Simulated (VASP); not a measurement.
# Ge in VASP 6.6.1, single-point calculation

INCAR

```
ISMEAR = -1
ISIF = 2
IBRION = -1
SIGMA = 0.02
NELM = 120
LREAL = .FALSE.
NSW = 0
NELECT = 27.98
LCHARG = .FALSE.
LWAVE = .FALSE.
PREC = Accurate
EDIFF = 1E-7
LASPH = .TRUE.
ENCUT = 520
GGA = PE
NBANDS = 21
```

KPOINTS

```
KPOINTS created by Atomic Simulation Environment
0
Gamma
8 8 8
0 0 0
```

POSCAR

```
Ge
 1.0000000000000000
     0.0000000000000000    2.8368735120999999    2.9219797175000002
     2.8368735120999999    0.0000000000000000    2.9219797175000002
     2.8368735120999999    2.8368735120999999    0.0000000000000000
 Ge
   2
Cartesian
  0.0000000000000000  0.0000000000000000  0.0000000000000000
  1.4184367560499997  1.4184367560499997  1.4609898587499999
```

The recommended PBE PAW datasets give the neutral cell 28 valence electrons.

Command

```
mpirun -np 1 vasp_std
```

How does this run end, and what does it give?

It converged. Results: pressure 0.3 GPa.

OSZICAR

```
N       E                     dE             d eps       ncg     rms          rms(c)
DAV:   1     0.188549965923E+03    0.18855E+03   -0.14070E+04  2756   0.340E+03
DAV:   2     0.184034352453E+02   -0.17015E+03   -0.16484E+03  2488   0.620E+02
DAV:   3    -0.825053250837E+01   -0.26654E+02   -0.26493E+02  2838   0.143E+02
DAV:   4    -0.916216853890E+01   -0.91164E+00   -0.91124E+00  2808   0.307E+01
DAV:   5    -0.917741757770E+01   -0.15249E-01   -0.15249E-01  2874   0.442E+00    0.302E+00
DAV:   6    -0.913192393458E+01    0.45494E-01   -0.18543E-02  3254   0.153E+00    0.179E+00
DAV:   7    -0.910579072961E+01    0.26133E-01   -0.41583E-02  2768   0.195E+00    0.146E-01
DAV:   8    -0.910734282164E+01   -0.15521E-02   -0.53764E-03  2798   0.941E-01    0.426E-02
DAV:   9    -0.910756638916E+01   -0.22357E-03   -0.28577E-04  2758   0.206E-01    0.132E-02
DAV:  10    -0.910758597393E+01   -0.19585E-04   -0.30953E-05  3280   0.460E-02    0.599E-03
DAV:  11    -0.910758900621E+01   -0.30323E-05   -0.47921E-06  2716   0.254E-02    0.128E-03
DAV:  12    -0.910758895463E+01    0.51587E-07   -0.19408E-07  2490   0.790E-03
   1 F= -.91075890E+01 E0= -.91073245E+01  d E =-.528813E-03
```

The cell is charged and sits in a uniform background.

For comparison, a separate PBE run of the intended cell, on usual settings and not on those above, gives a gap of -0.02 eV on its mesh and a pressure of 0.9 GPa.
